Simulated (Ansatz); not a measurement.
# What a change of settings does to a run on Rb

The cell is built from the hcp type as a first guess.

First run: DFT, PBE, PAW with Ansatz's default frozen-core files, scalar-relativistic (Ansatz 0.2.0).

Command: `ansatz run input.yaml --threads 1 --pin off --max-ram 2048MiB --backend cpu --events-out ev --progress --plain --runs-dir out` The run took 23 s on 1 thread of Intel(R) Xeon(R) 6975P-C (Granite Rapids), with other jobs on the host.

```yaml
crystal:
  lattice:
    - [3.6234121306, 0.0, 0.0]
    - [-1.8117060653, 3.1379669535, 0.0]
    - [0.0, 0.0, 5.8699276516]
  atoms:
    - { symbol: Rb, position: [0.3333333333, 0.6666666667, 0.25] }
    - { symbol: Rb, position: [0.6666666667, 0.3333333333, 0.75] }
kpoints:
  mp_grid: { grid: [11, 11, 6] }
scf:
  occupations: { method: fermi_dirac, width: 0.03 }
hamiltonian:
  xc: pbe
  pseudopotentials: { kind: paw }
output:
  forces: true
  stress: true
relax:
  f_tol: 0.005
  max_steps: 80
  cell: {}
```

Result: converged; relaxed volume 91.497 Å³/atom; 82 SCF iterations in all.

A second input differs as follows:

```diff
@@ -11,4 +11,5 @@
 scf:
   occupations: { method: fermi_dirac, width: 0.03 }
+  max_iter: 80
 hamiltonian:
   xc: pbe
@@ -21,3 +22,6 @@
   max_steps: 80
   cell: {}
+magnetization:
+  spin_polarized: true
+  initial_magnetization: 15
```

**Question.** Does the change harm the result?

**Answer.** Not here: the run converged; energy at zero smearing 0.0 meV/atom from the first run; relaxed volume 91.497 Å³/atom; moment 0.00 μB; 137 SCF iterations in all, so the odd setting did no harm in this case.
